Question: I have computed the band gap of ZrS₂ with several semilocal functionals, keeping the atoms in the same places. Swapping one GGA for another can move the gap by about 0.1 eV, on a gap of about 1 eV. Before I look at the LDA and PBE results, can I work out where they should fall? "Gap on path" is the smallest energy from a filled to an empty state along the band path. "Direct gap on path" is the smallest one with both states at the same point.

Plane-wave DFT with ABINIT 10.8.3 and PAW datasets for ZrS₂ (space group P-3m1, 3 atoms) at one fixed geometry, without spin polarisation or spin–orbit coupling. The plane-wave cutoff is 544 eV (1088 eV for the fine PAW grid), the k mesh 8×8×5 and the Fermi–Dirac smearing 0.05 eV. Gaps are taken along the band path Γ–M–K–Γ–A–L–H–A.

```
functional        potentials  gap on path (eV)  direct gap on path (eV)
       LDA  JTH PAW LDA v2.0                 ?                        ?
       PBE  JTH PAW PBE v2.0                 ?                        ?
    PBEsol  JTH PAW PBE v2.0             0.957                    1.585
      AM05  JTH PAW PBE v2.0             0.977                    1.594
      BP86  JTH PAW PBE v2.0             1.017                    1.618
     SOGGA  JTH PAW PBE v2.0             0.950                    1.591
        WC  JTH PAW PBE v2.0             0.965                    1.593
  rPW86PBE  JTH PAW PBE v2.0             1.068                    1.665
```

Answer: I can try, by asking how strongly each functional responds to an uneven electron density. LDA treats each point as part of a uniform electron gas. A GGA also looks at the reduced gradient s, which measures how steeply the density changes on the scale of the local electron wavelength. Where s is large, a GGA makes exchange stronger, and its correlation part takes some of that energy gain back.

The table shows that the exchange part matters. SOGGA, WC and rPW86PBE all use PBE correlation here (SOGGA as published has a weaker gradient term in its correlation), and their gaps rise in that order, by 0.118 eV from first to last. The atoms don't move, so relaxation plays no part in this.

Why should stronger gradient terms widen the gap? The filled states at the gap are mainly S 3p and the empty ones mainly Zr 4d. A plausible picture is that the gradient terms favour electrons in the sulfur shell, with its steep outer slopes, over electrons in Zr 4d. That lowers the filled states relative to the empty ones and draws a little more charge onto sulfur. The calculations agree with this as far as they go: each sulfur sphere holds about 0.05 electrons more with rPW86PBE than with SOGGA. That is a sign of the mechanism, not a proof.

Exchange alone is not enough, however. AM05 has the weakest exchange enhancement of the six GGAs at the gradient used below, yet its gap exceeds those of SOGGA, PBEsol and WC. Its correlation takes back much less, so its net gain lies above that of SOGGA and close to that of PBEsol, though still below that of WC. The net gain G, exchange and correlation together, is therefore a better measure, but not a perfect one.

To get a number for G, I evaluate each functional at one typical point of the crystal. For BP86 I put PBE correlation in place of its own P86 correlation, so its G of 1.05 eV is a stand-in, and the fitted line leans on it to some extent. The density is 16 valence electrons spread over the cell, and s is 1.5, chosen after trying 1, 1.5 and 2 on the known rows. A straight line through the six known gaps then gives, in eV,

gap on path ≈ 0.915 + 0.111 × G

PBE, which was not part of the fit, serves as the worked case. At this density, local exchange is worth about 6.5 eV per electron. PBE strengthens it by 31 %, or 2.0 eV, and its correlation takes back about half, which leaves G = 0.96 eV:

0.915 + 0.111 × 0.96 = 1.02 eV

My forecast for PBE is thus a gap of 1.02 ± 0.02 eV, between WC and rPW86PBE and close to BP86. A second line, fitted to the direct gaps, gives 1.63 ± 0.03 eV.

For LDA, G is zero and only the constant remains. I expect a gap of 0.92 ± 0.05 eV, below all six GGAs, and a direct gap of 1.56 ± 0.05 eV. The range is wider because LDA lies outside the fitted rows and uses its own atomic dataset. These ranges are judgements, not statistical limits.

The withheld rows as computed:

```
functional        potentials  gap on path (eV)  direct gap on path (eV)
       LDA  JTH PAW LDA v2.0             0.908                    1.534
       PBE  JTH PAW PBE v2.0             1.027                    1.640
```

All four values fall within their ranges, and LDA does lie below every GGA. The step from LDA to PBE widens the gap by 0.119 eV, about as much as the whole spread among the six GGAs. The LDA forecast did lean on the choice of s, though. With s = 1 the same kind of line fits the six known gaps slightly better, yet it gives 0.955 eV for LDA, just above SOGGA. The known rows therefore didn't single out s = 1.5, and the close hit for LDA owes something to luck.

The model does less well in two places. It ranks WC above AM05 and BP86 above PBE, while the computed gaps have AM05 and PBE ahead, each by about 0.01 eV. Such differences are too fine to explain here, because every GGA in the table runs on datasets made for PBE and the model samples a single density and gradient. For BP86 there is the borrowed correlation as well: the model tells it from PBE by exchange alone, and the real P86 term could change their order. BP86 is also the row that the line for the smaller gap fits worst, about 0.014 eV too high. The sulfur charge also fails as a sign on the revealed rows. LDA holds 3.5788 electrons per sphere, more than SOGGA, PBEsol or AM05, yet has the smallest gap, although its own dataset blurs that comparison. PBE holds 3.5952, less than the 3.5999 of BP86, yet has the larger gap.

The direct gap starts from a different filled state. For PBEsol it lies at Γ, from a level 0.051 eV below the valence top, which is elsewhere in the zone, and WC shows the same. Among the GGAs it responds clearly less than the smaller gap, but from LDA to PBE it grows by 0.106 eV, almost as much. The model therefore placed the direct gap of LDA 0.026 eV too high. That is little more than the leave-one-out error of the fit, about 0.02 eV, and the distance between the two gaps in LDA, 0.626 eV, lies within the GGA range of 0.597 to 0.641 eV. The change of atomic dataset may contribute, but that is a guess which these runs don't test.

For practical work, the size of the effect matters more than the ranking. The measured indirect gap is roughly 1.7 eV (a recalled value), so every functional here falls well short, and a slightly larger gap doesn't mark a better GGA. A series of hybrid functionals, with a growing share of exact exchange, would open the gap far more than any swap within this table. If you relax the cell with each functional, the order may also change, since each one prefers a different volume. The fits and the gradient terms are in the output below.

Numerical output:

```
Gradient terms at reduced gradient 1.5:
       row  exchange enhancement less one  net gain per electron in eV
       LDA                              0                            0
       PBE                         0.3059                       0.9604
    PBEsol                         0.2065                       0.4279
      AM05                        0.09936                       0.4411
      BP86                         0.3198                         1.05
     SOGGA                         0.2016                       0.2862
        WC                          0.239                       0.5276
  rPW86PBE                         0.3545                        1.274
fit of gap_on_path on 6 rows: constant 0.9151 +/- 0.011, coefficient of dxc 0.1107 +/- 0.014; rms 0.0102, worst BP86 0.0143, leave-one-out rms 0.0183
  rows outside the fit (model, value, miss): LDA 0.9151, 0.908, 0.00706; PBE 1.021, 1.027, -0.00561
fit of direct_gap_on_path on 6 rows: constant 1.56 +/- 0.011, coefficient of dxc 0.07064 +/- 0.014; rms 0.0105, worst BP86 0.0167, leave-one-out rms 0.0207
  rows outside the fit (model, value, miss): LDA 1.56, 1.534, 0.0265; PBE 1.628, 1.64, -0.0117
fit of gap_on_path on 6 rows: constant 0.9547 +/- 0.0061, coefficient of dlo 0.1588 +/- 0.018; rms 0.00935, worst AM05 -0.0144, leave-one-out rms 0.0136
  rows outside the fit (model, value, miss): LDA 0.9547, 0.908, 0.0467; PBE 1.013, 1.027, -0.0144
Indirect gap, rPW86PBE less SOGGA, same correlation, eV: 0.118
Direct gap, rPW86PBE less SOGGA, eV: 0.074
Indirect gap, PBE less LDA, eV: 0.119
Direct gap, PBE less LDA, eV: 0.106
Electrons in one S sphere, rPW86PBE less SOGGA: 0.0548
Rank correlation of S-sphere charge and indirect gap, six known rows: 0.9429
```
